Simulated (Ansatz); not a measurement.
# Tantalum, bcc under r²SCAN: how the k-point mesh moves the result

How fine must the k-point mesh be for energy and pressure to settle? The geometry was relaxed under r²SCAN beforehand and stays fixed; 8 values are run, from 2×2×2 to 19×19×19. Wanted are the values from which on the energy stays within 10 and 1 meV/atom, and the pressure within 0.5 GPa, of the last run. Within the series other settings stay, but some runs also write fields, which adds to their time. Spin polarisation is left out.

Computed with Ansatz 0.2.0 (DFT r²SCAN, plane waves with PAW, scalar-relativistic, unless a step says otherwise).

### Step 1. Starting point

It takes space group Im-3m (No. 229, cubic). The conventional cell has a = 3.307 Å, b = 3.307 Å, c = 3.307 Å, α = 90.00°, β = 90.00°, γ = 90.00°. Ta (site symmetry m-3m) has 8 Ta at 2.86 Å as nearest neighbours.

Coordinates:

```cif
data_structure
_symmetry_space_group_name_H-M 'P 1'
_symmetry_Int_Tables_number 1
_cell_length_a 2.8637
_cell_length_b 2.8637
_cell_length_c 2.8637
_cell_angle_alpha 109.471
_cell_angle_beta 109.471
_cell_angle_gamma 109.471
_cell_volume 18.08
loop_
_atom_site_label
_atom_site_type_symbol
_atom_site_fract_x
_atom_site_fract_y
_atom_site_fract_z
_atom_site_occupancy
Ta1 Ta 0.00000 0.00000 0.00000 1
```

### Step 2. With a k-mesh of 2×2×2

The run at 2×2×2.

Input file input.yaml:

```yaml
crystal:
  lattice:
    - [-1.6533592789, 1.6533592789, 1.6533592789]
    - [1.6533592789, -1.6533592789, 1.6533592789]
    - [1.6533592789, 1.6533592789, -1.6533592789]
  atoms:
    - { symbol: Ta, position: [0.0, 0.0, 0.0] }
hamiltonian:
  xc: r2scan
  pseudopotentials:
    kind: paw
    azcp:
      Ta: "pseudopotentials/Ta.paw.azcp"
basis:
  ecutwfc: 500
  fft_grid_basis: typed
kpoints:
  mp_grid: { grid: [2, 2, 2], shift: [0, 0, 0] }
magnetization:
  spin_polarized: false
scf:
  occupations: { method: fermi_dirac, width: 0.1 }
  lower_state_search: "off"
output:
  stress: true
```

On the command line:

```
$ ansatz run input.yaml --threads 2 --pin off --max-ram 5120MiB --backend cpu --events-out ev --progress --plain --runs-dir out
```

The program printed:

```text
Warning: RAYON_NUM_THREADS=2 ignored (pool sized by the plan → 2); use --threads N
Engine: ansatz 0.2.0, aarch64-unknown-linux-gnu
Pseudopotentials: kind: paw
Pseudopotential: Ta, paw, valence charge 13, recommended cutoff 500 eV (meta_gga), <dir>
Functional definition: r2SCAN
  parameter k0 = 0.174
  parameter k1 = 0.065
  parameter a1 = 4.9479
  exchange = r2scan_x(k0 = k0, k1 = k1, a1 = a1)
  correlation = r2scan_c
Crystal: 1 atoms, lattice volume = 18.078 Å³
Basis set: ecut = 500 eV, 459 PW (Γ), exchange–correlation on 96×96×96 points (64 copies of the dense FFT grid, shifted against one another)
Bands: 11, of which v1, the nominal top of the filled ones, is band 7 counted from 1 (6 counted from 0)
Symmetry: 48 space group operations
Space group: Im-3m (ITA 229), of the structure as read, at distance tolerance 2.6e-5 Å
k-points: 3 of 8
Non-local potential: Ta, projectors of the file, l = 0: 3, l = 1: 2, l = 2: 2, l = 3: 1
PAW form: soft (Blöchl's): semilocal exchange-correlation on the pseudo side does not see the compensation charge
PAW frozen core: Ta, regenerated for the run's functional (the file was generated under x = pbe(κ = 0.804, μ = 0.2195149727645171), c = pbe(β = 0.06672455060314922))
PAW one-centre angular grid: Ta, 590 points (default); XC on 160 Gauss nodes
Initial density: superposition of atomic densities (neutral atoms: chi_scale 0, normalization atom), corrected by the library's trained network
Initial wavefunctions: pseudopotential atomic-orbital guess
Functional: x = r2scan, c = r2scan; τ floored in thin density (d = 2e-4 eV/Å³)
SCF iter   1: F=-9945.191042 eV  HF=-9945.147943 eV  |F-HF|=4.31e-2  |Δ(HF+E_count)|=         —  Δρ=4.55e-2  dr2=2.10e-1  dr2_τ=2.30e-2  ethr=1.77e-3  ⟨swp⟩=5.3  Hψ=199  notcnv=0
preconditioner: auto → none  [insulator: Δε(μ)=0.676 eV  Ē_g=9.396 eV  σ=0.100 eV  W_gap=0.66  n_scr=0 (ndim 8)  ℏωp=19.5 eV  f_vac=0.000  D(μ)=3.36/eV (n_scr^D=54)  ε∞_Penn≈5.3]
SCF iter   2: F=-9945.206420 eV  HF=-9945.192727 eV  |F-HF|=1.37e-2  |Δ(HF+E_count)|=   4.48e-2  Δρ=2.28e-2  dr2=4.61e-2  dr2_τ=1.89e-3  ethr=1.62e-3  ⟨swp⟩=2.0  Hψ=68  notcnv=0  defer=1
SCF iter   3: F=-9945.207605 eV  HF=-9945.207664 eV  |F-HF|=5.97e-5  |Δ(HF+E_count)|=   1.49e-2  Δρ=2.17e-3  dr2=6.53e-4  dr2_τ=4.12e-4  ethr=3.54e-4  ⟨swp⟩=2.0  Hψ=43  notcnv=0  defer=1
SCF iter   4: F=-9945.207669 eV  HF=-9945.207667 eV  |F-HF|=2.55e-6  |Δ(HF+E_count)|=   2.34e-6  Δρ=2.12e-4  dr2=3.16e-6  dr2_τ=9.14e-7  ethr=5.02e-6  ⟨swp⟩=2.7  Hψ=52  notcnv=0  defer=1
SCF iter   5: F=-9945.207670 eV  HF=-9945.207670 eV  |F-HF|=2.76e-9  |Δ(HF+E_count)|=   3.50e-6  Δρ=3.54e-5  dr2=1.12e-7  dr2_τ=3.21e-8  ethr=2.43e-8  ⟨swp⟩=2.3  Hψ=52  notcnv=0  defer=1
SCF iter   6: F=-9945.207670 eV  HF=-9945.207670 eV  |F-HF|=1.75e-10  |Δ(HF+E_count)|=   3.22e-8  Δρ=1.09e-6  dr2=3.84e-11  dr2_τ=1.15e-10  ethr=7.69e-10  ⟨swp⟩=4.0  Hψ=104  notcnv=0
SCF 1 converged in 6 iterations: F = -9945.207670 eV  dr2 = 3.84e-11
SCF converged after 6 iterations
Free energy (F): -9945.207670 eV
Harris-Foulkes:  -9945.207670 eV  (|F-HF|=1.75e-10)
Internal energy: -9945.110762 eV  (E = F + TS)
E sigma→0 (E₀):  -9945.159216 eV
Entropy (-TS):   -0.096908 eV (-96.908 meV/atom)
Fermi energy:    19.918853 eV
--- Per-component energies (eV) ---
  E_band       = -114.418221
  E_kinetic    = 366.556515
  E_local      = -556.356942  (includes V_loc(G=0)·N_el)
  E_nonlocal   = 17.000076
  E_hartree    = 195.361818
  E_xc         = -204.321596
  E_vxc        = -222.292678  (∫ρ·V_xc dr)
  E_paw        = -8423.469211  (= ΣΔE_a)
  E_vpaw       = -121.486963  (= ΣTr[D̂ρ^β])
  E_aug_tail   = 0.000086  (compensation charges beyond the density's cutoff)
  E_vtau       = 11.438085  (kinetic-family band-sum trace: ∫τ·v_τ [+ j·A + Jᵃ·Aᵃ] dr)
  E_ewald      = -1339.125227
  E_core_change = -0.756280  (= ΣΔE_core)
  E_smearing   = -0.096908  (= −TS)
  E_closure    = 0.000000  (closes the sum)
  Σ components = -9945.207670   (vs F -9945.207670, Δ=0.00e0)
--- Stress (GPa, compression-positive) ---
      -27.909204      -0.000000      -0.000000
        0.000000     -27.909204       0.000000
       -0.000000      -0.000000     -27.909204
  P = ⅓ Tr σ = -27.9092 GPa (-279.092 kbar)
```

Wall time 0.9 s (2 threads of Arm Neoverse N1, shared host); peak memory 0.3 GiB.

### Step 3. With a k-mesh of 3×3×3

The run at 3×3×3.

input.yaml: that of step 2 with these lines changed.

```diff
@@ -17,3 +17,3 @@
 kpoints:
-  mp_grid: { grid: [2, 2, 2], shift: [0, 0, 0] }
+  mp_grid: { grid: [3, 3, 3], shift: [0, 0, 0] }
 magnetization:
@@ -25 +25,5 @@
   stress: true
+  write_density: true
+  write_potential: true
+  elf: true
+  volumetric_format: npy
```

On the command line:

```
$ ansatz run input.yaml --threads 2 --pin off --max-ram 5120MiB --backend cpu --events-out ev --progress --plain --runs-dir out
```

The program printed:

```text
Warning: RAYON_NUM_THREADS=2 ignored (pool sized by the plan → 2); use --threads N
[... 9 set-up lines as earlier in the session ...]
Crystal: 1 atoms, lattice volume = 18.078 Å³
Basis set: ecut = 500 eV, 459 PW (Γ), exchange–correlation on 96×96×96 points (64 copies of the dense FFT grid, shifted against one another)
Bands: 11, of which v1, the nominal top of the filled ones, is band 7 counted from 1 (6 counted from 0)
[... 2 set-up lines as earlier in the session ...]
k-points: 4 of 27
[... 7 set-up lines as earlier in the session ...]
SCF iter   1: F=-9944.555438 eV  HF=-9944.536087 eV  |F-HF|=1.94e-2  |Δ(HF+E_count)|=         —  Δρ=7.75e-3  dr2=5.06e-3  dr2_τ=1.57e-2  ethr=1.77e-3  ⟨swp⟩=5.2  Hψ=267  notcnv=0
preconditioner: auto → none  [insulator: Δε(μ)=0.860 eV  Ē_g=9.026 eV  σ=0.100 eV  W_gap=0.54  n_scr=0 (ndim 8)  ℏωp=19.5 eV  f_vac=0.000  D(μ)=2.21/eV (n_scr^D=42)  ε∞_Penn≈5.7]
SCF iter   2: F=-9944.556373 eV  HF=-9944.555424 eV  |F-HF|=9.49e-4  |Δ(HF+E_count)|=   1.93e-2  Δρ=4.47e-3  dr2=1.54e-3  dr2_τ=3.57e-4  ethr=3.89e-5  ⟨swp⟩=2.8  Hψ=103  notcnv=0
SCF iter   3: F=-9944.556476 eV  HF=-9944.556478 eV  |F-HF|=2.04e-6  |Δ(HF+E_count)|=   1.05e-3  Δρ=4.54e-4  dr2=1.74e-5  dr2_τ=3.46e-5  ethr=1.19e-5  ⟨swp⟩=2.8  Hψ=70  notcnv=0
SCF iter   4: F=-9944.556479 eV  HF=-9944.556479 eV  |F-HF|=5.19e-7  |Δ(HF+E_count)|=   1.05e-6  Δρ=1.30e-4  dr2=1.20e-6  dr2_τ=3.79e-7  ethr=1.34e-7  ⟨swp⟩=3.0  Hψ=69  notcnv=0
iter 5 did not close the SCF: its close was put off for the readings that it lacked (scf_convergence_deferred on its scf_iter line)
SCF iter   5: F=-9944.556480 eV  HF=-9944.556480 eV  |F-HF|=3.02e-9  |Δ(HF+E_count)|=   5.99e-7  Δρ=1.73e-5  dr2=2.73e-8  dr2_τ=7.39e-9  ethr=9.27e-9  ⟨swp⟩=2.5  Hψ=70  notcnv=0
SCF iter   6: F=-9944.556480 eV  HF=-9944.556480 eV  |F-HF|=1.44e-9  |Δ(HF+E_count)|=   1.06e-8  Δρ=4.81e-6  dr2=1.60e-9  dr2_τ=4.68e-10  ethr=2.10e-10  ⟨swp⟩=5.5  Hψ=227  notcnv=0
SCF 1 converged in 6 iterations: F = -9944.556480 eV  dr2 = 1.60e-9
SCF converged after 6 iterations
Free energy (F): -9944.556480 eV
Harris-Foulkes:  -9944.556480 eV  (|F-HF|=1.44e-9)
Internal energy: -9944.495079 eV  (E = F + TS)
E sigma→0 (E₀):  -9944.525779 eV
Entropy (-TS):   -0.061400 eV (-61.400 meV/atom)
Fermi energy:    18.357392 eV
--- Per-component energies (eV) ---
  E_band       = -118.329294
  E_kinetic    = 366.656688
  E_local      = -548.768104  (includes V_loc(G=0)·N_el)
  E_nonlocal   = 14.636519
  E_hartree    = 190.223174
  E_xc         = -204.404672
  E_vxc        = -221.971332  (∫ρ·V_xc dr)
  E_paw        = -8422.957262  (= ΣΔE_a)
  E_vpaw       = -120.493103  (= ΣTr[D̂ρ^β])
  E_aug_tail   = 0.000085  (compensation charges beyond the density's cutoff)
  E_vtau       = 11.163648  (kinetic-family band-sum trace: ∫τ·v_τ [+ j·A + Jᵃ·Aᵃ] dr)
  E_ewald      = -1339.125227
  E_core_change = -0.756280  (= ΣΔE_core)
  E_smearing   = -0.061400  (= −TS)
  E_closure    = 0.000000  (closes the sum)
  Σ components = -9944.556480   (vs F -9944.556480, Δ=0.00e0)
--- Stress (GPa, compression-positive) ---
       -1.676080       0.000000       0.000000
        0.000000      -1.676080      -0.000000
       -0.000000      -0.000000      -1.676080
  P = ⅓ Tr σ = -1.6761 GPa (-16.761 kbar)
--- Band table (eV) ---
  k-point 0: bands = ["-50.5836", "-15.8436", "-15.8436", "-15.8436", "10.1231", "19.2224", "19.2224", "19.2224", "22.6795", "22.6795", "33.6719"]
  k-point 1: bands = ["-50.4905", "-16.7733", "-16.1373", "-15.8495", "13.4767", "17.3255", "18.3407", "22.4025", "23.1352", "23.7002", "32.4381"]
  k-point 2: bands = ["-50.4435", "-16.6874", "-16.6874", "-15.9974", "15.8896", "17.2650", "17.2650", "23.1834", "23.1834", "27.7081", "30.7623"]
  k-point 3: bands = ["-50.4158", "-16.6484", "-16.4692", "-16.4692", "15.4708", "15.8451", "21.0606", "21.0606", "23.3694", "23.7564", "34.3978"]
```

Run time: 0.98 s. Hardware: 2 threads of Arm Neoverse N1, shared host; peak memory 0.31 GiB.

### Step 4. With a k-mesh of 5×5×5

The run at 5×5×5.

input.yaml: that of step 3 with these lines changed.

```diff
@@ -17,3 +17,3 @@
 kpoints:
-  mp_grid: { grid: [3, 3, 3], shift: [0, 0, 0] }
+  mp_grid: { grid: [5, 5, 5], shift: [0, 0, 0] }
 magnetization:
@@ -25,5 +25 @@
   stress: true
-  write_density: true
-  write_potential: true
-  elf: true
-  volumetric_format: npy
```

On the command line:

```
$ ansatz run input.yaml --threads 2 --pin off --max-ram 5120MiB --backend cpu --events-out ev --progress --plain --runs-dir out
```

The program printed:

```text
Warning: RAYON_NUM_THREADS=2 ignored (pool sized by the plan → 2); use --threads N
[... 9 set-up lines as earlier in the session ...]
Crystal: 1 atoms, lattice volume = 18.078 Å³
Basis set: ecut = 500 eV, 459 PW (Γ), exchange–correlation on 96×96×96 points (64 copies of the dense FFT grid, shifted against one another)
Bands: 11, of which v1, the nominal top of the filled ones, is band 7 counted from 1 (6 counted from 0)
[... 2 set-up lines as earlier in the session ...]
k-points: 10 of 125
[... 7 set-up lines as earlier in the session ...]
SCF iter   1: F=-9944.273971 eV  HF=-9944.256231 eV  |F-HF|=1.77e-2  |Δ(HF+E_count)|=         —  Δρ=6.27e-3  dr2=1.56e-3  dr2_τ=1.61e-2  ethr=1.77e-3  ⟨swp⟩=5.5  Hψ=663  notcnv=0
preconditioner: auto → none  [metal: Δε(μ)=0.243 eV  Ē_g=8.690 eV  σ=0.100 eV  W_gap=0.49  n_scr=0 (ndim 8)  ℏωp=19.5 eV  f_vac=0.000  D(μ)=1.52/eV (n_scr^D=18)]
SCF iter   2: F=-9944.275032 eV  HF=-9944.274222 eV  |F-HF|=8.10e-4  |Δ(HF+E_count)|=   1.80e-2  Δρ=3.76e-3  dr2=6.63e-4  dr2_τ=2.51e-4  ethr=1.20e-5  ⟨swp⟩=2.1  Hψ=265  notcnv=0  defer=1
SCF iter   3: F=-9944.275121 eV  HF=-9944.275131 eV  |F-HF|=9.97e-6  |Δ(HF+E_count)|=   9.09e-4  Δρ=3.84e-4  dr2=2.33e-5  dr2_τ=1.55e-5  ethr=5.10e-6  ⟨swp⟩=2.0  Hψ=160  notcnv=0  defer=1
SCF iter   4: F=-9944.275127 eV  HF=-9944.275126 eV  |F-HF|=1.10e-6  |Δ(HF+E_count)|=   4.39e-6  Δρ=1.75e-4  dr2=2.39e-6  dr2_τ=1.23e-6  ethr=1.79e-7  ⟨swp⟩=2.8  Hψ=179  notcnv=0  defer=1
SCF iter   5: F=-9944.275128 eV  HF=-9944.275127 eV  |F-HF|=1.20e-7  |Δ(HF+E_count)|=   1.13e-6  Δρ=7.74e-5  dr2=4.76e-7  dr2_τ=1.60e-7  ethr=1.84e-8  ⟨swp⟩=1.3  Hψ=114  notcnv=0  defer=1
SCF iter   6: F=-9944.275128 eV  HF=-9944.275128 eV  |F-HF|=3.19e-9  |Δ(HF+E_count)|=   1.47e-7  Δρ=9.47e-6  dr2=6.65e-9  dr2_τ=4.82e-9  ethr=7.69e-10  ⟨swp⟩=4.7  Hψ=357  notcnv=0
SCF 1 converged in 6 iterations: F = -9944.275128 eV  dr2 = 6.65e-9
SCF converged after 6 iterations
Free energy (F): -9944.275128 eV
Harris-Foulkes:  -9944.275128 eV  (|F-HF|=3.19e-9)
Internal energy: -9944.226414 eV  (E = F + TS)
E sigma→0 (E₀):  -9944.250771 eV
Entropy (-TS):   -0.048713 eV (-48.713 meV/atom)
Fermi energy:    18.572040 eV
--- Per-component energies (eV) ---
  E_band       = -117.421447
  E_kinetic    = 367.047522
  E_local      = -549.709672  (includes V_loc(G=0)·N_el)
  E_nonlocal   = 14.903238
  E_hartree    = 190.813547
  E_xc         = -204.414610
  E_vxc        = -222.055828  (∫ρ·V_xc dr)
  E_paw        = -8422.985018  (= ΣΔE_a)
  E_vpaw       = -120.446125  (= ΣTr[D̂ρ^β])
  E_aug_tail   = 0.000085  (compensation charges beyond the density's cutoff)
  E_vtau       = 11.212474  (kinetic-family band-sum trace: ∫τ·v_τ [+ j·A + Jᵃ·Aᵃ] dr)
  E_ewald      = -1339.125227
  E_core_change = -0.756280  (= ΣΔE_core)
  E_smearing   = -0.048713  (= −TS)
  E_closure    = -0.000000  (closes the sum)
  Σ components = -9944.275128   (vs F -9944.275128, Δ=0.00e0)
--- Stress (GPa, compression-positive) ---
        2.149096       0.000000       0.000000
        0.000000       2.149096      -0.000000
        0.000000       0.000000       2.149096
  P = ⅓ Tr σ = 2.1491 GPa (21.491 kbar)
```

It took 1 s on 2 threads of Arm Neoverse N1, shared host; peak memory 0.3 GiB.

### Step 5. With a k-mesh of 6×6×6

The run at 6×6×6.

input.yaml: that of step 4 with these lines changed.

```diff
@@ -17,3 +17,3 @@
 kpoints:
-  mp_grid: { grid: [5, 5, 5], shift: [0, 0, 0] }
+  mp_grid: { grid: [6, 6, 6], shift: [0, 0, 0] }
 magnetization:
```

On the command line:

```
$ ansatz run input.yaml --threads 2 --pin off --max-ram 5120MiB --backend cpu --events-out ev --progress --plain --runs-dir out
```

The program printed:

```text
Warning: RAYON_NUM_THREADS=2 ignored (pool sized by the plan → 2); use --threads N
[... 9 set-up lines as earlier in the session ...]
Crystal: 1 atoms, lattice volume = 18.078 Å³
Basis set: ecut = 500 eV, 459 PW (Γ), exchange–correlation on 96×96×96 points (64 copies of the dense FFT grid, shifted against one another)
Bands: 11, of which v1, the nominal top of the filled ones, is band 7 counted from 1 (6 counted from 0)
[... 2 set-up lines as earlier in the session ...]
k-points: 16 of 216
[... 7 set-up lines as earlier in the session ...]
SCF iter   1: F=-9944.282096 eV  HF=-9944.263162 eV  |F-HF|=1.89e-2  |Δ(HF+E_count)|=         —  Δρ=6.55e-3  dr2=2.57e-3  dr2_τ=1.59e-2  ethr=1.77e-3  ⟨swp⟩=5.4  Hψ=1061  notcnv=0
preconditioner: auto → none  [metal: Δε(μ)=0.089 eV  Ē_g=8.733 eV  σ=0.100 eV  W_gap=0.21  n_scr=0 (ndim 8)  ℏωp=19.5 eV  f_vac=0.000  D(μ)=2.23/eV (n_scr^D=42)]
SCF iter   2: F=-9944.283125 eV  HF=-9944.282221 eV  |F-HF|=9.03e-4  |Δ(HF+E_count)|=   1.91e-2  Δρ=4.13e-3  dr2=1.24e-3  dr2_τ=2.95e-4  ethr=1.98e-5  ⟨swp⟩=2.6  Hψ=426  notcnv=0  defer=1
SCF iter   3: F=-9944.283212 eV  HF=-9944.283157 eV  |F-HF|=5.54e-5  |Δ(HF+E_count)|=   9.35e-4  Δρ=1.36e-3  dr2=2.12e-4  dr2_τ=5.95e-5  ethr=9.57e-6  ⟨swp⟩=2.1  Hψ=269  notcnv=0  defer=1
SCF iter   4: F=-9944.283233 eV  HF=-9944.283230 eV  |F-HF|=3.37e-6  |Δ(HF+E_count)|=   7.31e-5  Δρ=4.08e-4  dr2=1.63e-5  dr2_τ=3.56e-6  ethr=1.63e-6  ⟨swp⟩=2.0  Hψ=255  notcnv=0  defer=1
SCF iter   5: F=-9944.283234 eV  HF=-9944.283234 eV  |F-HF|=4.65e-7  |Δ(HF+E_count)|=   3.82e-6  Δρ=1.58e-4  dr2=2.31e-6  dr2_τ=5.08e-7  ethr=1.26e-7  ⟨swp⟩=1.0  Hψ=174  notcnv=0  defer=1
SCF iter   6: F=-9944.283234 eV  HF=-9944.283234 eV  |F-HF|=7.49e-9  |Δ(HF+E_count)|=   6.45e-7  Δρ=1.36e-5  dr2=1.50e-8  dr2_τ=1.24e-9  ethr=7.69e-10  ⟨swp⟩=3.1  Hψ=663  notcnv=0
SCF 1 converged in 6 iterations: F = -9944.283234 eV  dr2 = 1.50e-8
SCF converged after 6 iterations
Free energy (F): -9944.283234 eV
Harris-Foulkes:  -9944.283234 eV  (|F-HF|=7.49e-9)
Internal energy: -9944.216078 eV  (E = F + TS)
E sigma→0 (E₀):  -9944.249656 eV
Entropy (-TS):   -0.067157 eV (-67.157 meV/atom)
Fermi energy:    18.344666 eV
--- Per-component energies (eV) ---
  E_band       = -117.730021
  E_kinetic    = 366.955723
  E_local      = -549.166792  (includes V_loc(G=0)·N_el)
  E_nonlocal   = 14.772353
  E_hartree    = 190.467369
  E_xc         = -204.414603
  E_vxc        = -222.010485  (∫ρ·V_xc dr)
  E_paw        = -8422.948706  (= ΣΔE_a)
  E_vpaw       = -120.397952  (= ΣTr[D̂ρ^β])
  E_aug_tail   = 0.000085  (compensation charges beyond the density's cutoff)
  E_vtau       = 11.183360  (kinetic-family band-sum trace: ∫τ·v_τ [+ j·A + Jᵃ·Aᵃ] dr)
  E_ewald      = -1339.125227
  E_core_change = -0.756280  (= ΣΔE_core)
  E_smearing   = -0.067157  (= −TS)
  E_closure    = 0.000000  (closes the sum)
  Σ components = -9944.283234   (vs F -9944.283234, Δ=0.00e0)
--- Stress (GPa, compression-positive) ---
        2.273943       0.000000      -0.000000
       -0.000000       2.273943       0.000000
        0.000000       0.000000       2.273943
  P = ⅓ Tr σ = 2.2739 GPa (22.739 kbar)
```

Wall time 1.1 s (2 threads of Arm Neoverse N1, shared host); peak memory 0.3 GiB.

### Step 6. With a k-mesh of 8×8×8

The run at 8×8×8.

input.yaml: that of step 5 with these lines changed.

```diff
@@ -17,3 +17,3 @@
 kpoints:
-  mp_grid: { grid: [6, 6, 6], shift: [0, 0, 0] }
+  mp_grid: { grid: [8, 8, 8], shift: [0, 0, 0] }
 magnetization:
```

On the command line:

```
$ ansatz run input.yaml --threads 2 --pin off --max-ram 5120MiB --backend cpu --events-out ev --progress --plain --runs-dir out
```

The program printed:

```text
Warning: RAYON_NUM_THREADS=2 ignored (pool sized by the plan → 2); use --threads N
[... 9 set-up lines as earlier in the session ...]
Crystal: 1 atoms, lattice volume = 18.078 Å³
Basis set: ecut = 500 eV, 459 PW (Γ), exchange–correlation on 96×96×96 points (64 copies of the dense FFT grid, shifted against one another)
Bands: 11, of which v1, the nominal top of the filled ones, is band 7 counted from 1 (6 counted from 0)
[... 2 set-up lines as earlier in the session ...]
k-points: 29 of 512
[... 7 set-up lines as earlier in the session ...]
SCF iter   1: F=-9944.348739 eV  HF=-9944.334175 eV  |F-HF|=1.46e-2  |Δ(HF+E_count)|=         —  Δρ=6.38e-3  dr2=2.23e-3  dr2_τ=1.47e-2  ethr=1.77e-3  ⟨swp⟩=5.6  Hψ=1937  notcnv=0
preconditioner: auto → none  [metal: Δε(μ)=0.131 eV  Ē_g=8.731 eV  σ=0.100 eV  W_gap=0.30  n_scr=0 (ndim 8)  ℏωp=19.5 eV  f_vac=0.000  D(μ)=1.14/eV (n_scr^D=12)]
SCF iter   2: F=-9944.349859 eV  HF=-9944.349316 eV  |F-HF|=5.43e-4  |Δ(HF+E_count)|=   1.51e-2  Δρ=3.28e-3  dr2=4.40e-4  dr2_τ=2.06e-4  ethr=1.71e-5  ⟨swp⟩=2.9  Hψ=821  notcnv=0  defer=2
SCF iter   3: F=-9944.349922 eV  HF=-9944.349893 eV  |F-HF|=2.96e-5  |Δ(HF+E_count)|=   5.77e-4  Δρ=8.09e-4  dr2=2.81e-5  dr2_τ=1.97e-5  ethr=3.38e-6  ⟨swp⟩=2.5  Hψ=442  notcnv=0  defer=2
SCF iter   4: F=-9944.349926 eV  HF=-9944.349926 eV  |F-HF|=2.78e-8  |Δ(HF+E_count)|=   3.33e-5  Δρ=3.20e-5  dr2=1.65e-7  dr2_τ=3.02e-8  ethr=2.16e-7  ⟨swp⟩=3.0  Hψ=509  notcnv=0  defer=2
iter 5 did not close the SCF: its close was put off for the readings that it lacked (scf_convergence_deferred on its scf_iter line)
SCF iter   5: F=-9944.349926 eV  HF=-9944.349926 eV  |F-HF|=6.54e-9  |Δ(HF+E_count)|=  5.69e-10  Δρ=9.56e-6  dr2=6.98e-9  dr2_τ=3.77e-9  ethr=1.27e-9  ⟨swp⟩=2.0  Hψ=456  notcnv=0  defer=2
SCF iter   6: F=-9944.349926 eV  HF=-9944.349926 eV  |F-HF|=4.09e-10  |Δ(HF+E_count)|=   7.27e-9  Δρ=3.66e-6  dr2=1.02e-9  dr2_τ=4.65e-10  ethr=5.37e-11  ⟨swp⟩=1.5  Hψ=991  notcnv=0
SCF 1 converged in 6 iterations: F = -9944.349926 eV  dr2 = 1.02e-9
SCF converged after 6 iterations
Free energy (F): -9944.349926 eV
Harris-Foulkes:  -9944.349926 eV  (|F-HF|=4.09e-10)
Internal energy: -9944.310713 eV  (E = F + TS)
E sigma→0 (E₀):  -9944.330320 eV
Entropy (-TS):   -0.039213 eV (-39.213 meV/atom)
Fermi energy:    18.453817 eV
--- Per-component energies (eV) ---
  E_band       = -117.202888
  E_kinetic    = 366.891046
  E_local      = -550.262738  (includes V_loc(G=0)·N_el)
  E_nonlocal   = 15.152910
  E_hartree    = 191.162710
  E_xc         = -204.345960
  E_vxc        = -222.029364  (∫ρ·V_xc dr)
  E_paw        = -8423.027260  (= ΣΔE_a)
  E_vpaw       = -120.531008  (= ΣTr[D̂ρ^β])
  E_aug_tail   = 0.000086  (compensation charges beyond the density's cutoff)
  E_vtau       = 11.251212  (kinetic-family band-sum trace: ∫τ·v_τ [+ j·A + Jᵃ·Aᵃ] dr)
  E_ewald      = -1339.125227
  E_core_change = -0.756280  (= ΣΔE_core)
  E_smearing   = -0.039213  (= −TS)
  E_closure    = 0.000000  (closes the sum)
  Σ components = -9944.349926   (vs F -9944.349926, Δ=0.00e0)
--- Stress (GPa, compression-positive) ---
       -1.980345      -0.000000      -0.000000
       -0.000000      -1.980345       0.000000
        0.000000       0.000000      -1.980345
  P = ⅓ Tr σ = -1.9803 GPa (-19.803 kbar)
```

Run time: 1.4 s. Hardware: 2 threads of Arm Neoverse N1, shared host; peak memory 0.31 GiB.

(Part 1 of 2 ends here.)
